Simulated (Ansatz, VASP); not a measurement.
# One calculation of MgS, two programs

Contents of INCAR:

```
SYSTEM = MgS
  PREC = Accurate
  ENCUT = 520
  EDIFF = 1E-6
  ISMEAR = 0
  SIGMA = 0.05
  LREAL = .False.
  LASPH = .True.
  NELM = 100
  ALGO = Normal
  ISIF = 2
  LWAVE = .False.
  LCHARG = .False.
  GGA = PS
  NBANDS = 11
```

The input KPOINTS:

```
regular mesh
0
Gamma
  8 8 8
  0 0 0
```

Contents of POSCAR:

```
MgS
1.0
    0.0000000000      2.8331200468      2.8331200468
    2.8331200468      0.0000000000      2.8331200468
    2.8331200468      2.8331200468      0.0000000000
Mg S
1 1
Direct
    0.0529451621     -0.0529451621     -0.0529451621
    0.7500000000      0.7500000000      0.7500000000
```

Input for Ansatz:

```yaml
crystal:
  lattice:
    - [0.0, 2.8331200468, 2.8331200468]
    - [2.8331200468, 0.0, 2.8331200468]
    - [2.8331200468, 2.8331200468, 0.0]
  atoms:
    - { symbol: Mg, position: [0.0529451621, -0.0529451621, -0.0529451621] }
    - { symbol: S, position: [0.75, 0.75, 0.75] }
basis:
  ecutwfc: 420
kpoints:
  mp_grid: { grid: [8, 8, 8] }
hamiltonian:
  xc: pbesol
scf:
  occupations: { method: gaussian, width: 0.05 }
output:
  forces: true
  stress: true
  eigenvalues: true
```

Alike in both runs: task single point; functional PBEsol; k mesh 8 × 8 × 8; occupations gaussian, width 0.05 eV; no spin polarisation.

```csv
,VASP,Ansatz
version,VASP 6.6.1,Ansatz 0.2.0
potentials or method,"VASP PAW PBE potentials, release 64 (Mg, S)","scalar-relativistic, plane waves, PAW"
plane-wave cutoff (eV),520,420
valence electrons in the cell,8,16
```

|  | VASP | Ansatz | Ansatz less VASP |
| --- | --- | --- | --- |
| gap on the k mesh at the Fermi level (eV) | 2.92 | 2.92 | -0.004 |
| least direct gap on the mesh (eV) | 2.92 | 2.92 | -0.004 |
| pressure (GPa) | 1.6 | 1.7 | +0.05 |
| largest component of the traceless stress (GPa) | 6.72 | 6.69 | -0.035 |
| rms of the force components (eV/Å) | 0.903 | 0.899 | -0.0037 |

Atom by atom the forces differ by 0.004 eV/Å (rms over components). With one functional, cell and mesh, what is left measures potentials, basis and numerics. The two sets of potentials don't hold the same shells in valence.

Caveats: the PAW data sets were made with another functional, which shifts forces and pressure a little (VASP). A k mesh can miss the band edges.
